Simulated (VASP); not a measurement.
VASP input:

File POSCAR:
```
InN
1
    1.7700000000    -3.0657300000     0.0000000000
    1.7700000000     3.0657300000     0.0000000000
    0.0000000000     0.0000000000     5.7000000000
In N
2 2
Direct
  0.6666670000   0.3333330000   0.5000000000
  0.3333330000   0.6666670000   0.0000000000
  0.6666670000   0.3333330000   0.8790000000
  0.3333330000   0.6666670000   0.3790000000
```

### KPOINTS
```
kpoints
0
G
  7 7 4
0 0 0
```

INCAR:
```
ALGO  =  Normal
EDIFF  =  1E-6
ENCUT  =  520
GGA  =  PE
ISIF  =  2
ISMEAR  =  0
LASPH  =  .TRUE.
LCHARG  =  .FALSE.
LMAXMIX  =  4
LREAL  =  .FALSE.
LWAVE  =  .FALSE.
NELM  =  100
PREC  =  Accurate
SIGMA  =  0.05
SYSTEM  =  InN
```

POTCAR, in this order: In_d N (PBE.64 set). Program: vasp_std.

Translate this PBE calculation to Ansatz.

One equivalent input (not run):
Ansatz 0.2 input:
```yaml
crystal:
  lattice:
    - [1.7700000, -3.0657300, 0.0000000]
    - [1.7700000, 3.0657300, 0.0000000]
    - [0.0000000, 0.0000000, 5.7000000]
  atoms:
    - { symbol: In, position: [0.6666670, 0.3333330, 0.5000000] }
    - { symbol: In, position: [0.3333330, 0.6666670, 0.0000000] }
    - { symbol: N, position: [0.6666670, 0.3333330, 0.8790000] }
    - { symbol: N, position: [0.3333330, 0.6666670, 0.3790000] }
kpoints:
  mp_grid: { grid: [7, 7, 4] }
hamiltonian:
  xc: pbe
  pseudopotentials: { kind: paw }
scf:
  occupations: { method: gaussian, width: 0.05 }
  max_iter: 100
output: { forces: true, stress: true, eigenvalues: true }
```
What does not carry over: each code has its own PAW files, so the cut-off isn't converted (ENCUT is set for VASP's; basis.ecutwfc is left out, and Ansatz then takes the one that its files recommend); Ansatz stops its SCF on the density residual and VASP on the energy change (EDIFF).

The compound is InN in the wurtzite structure. The cell was not relaxed at this level.
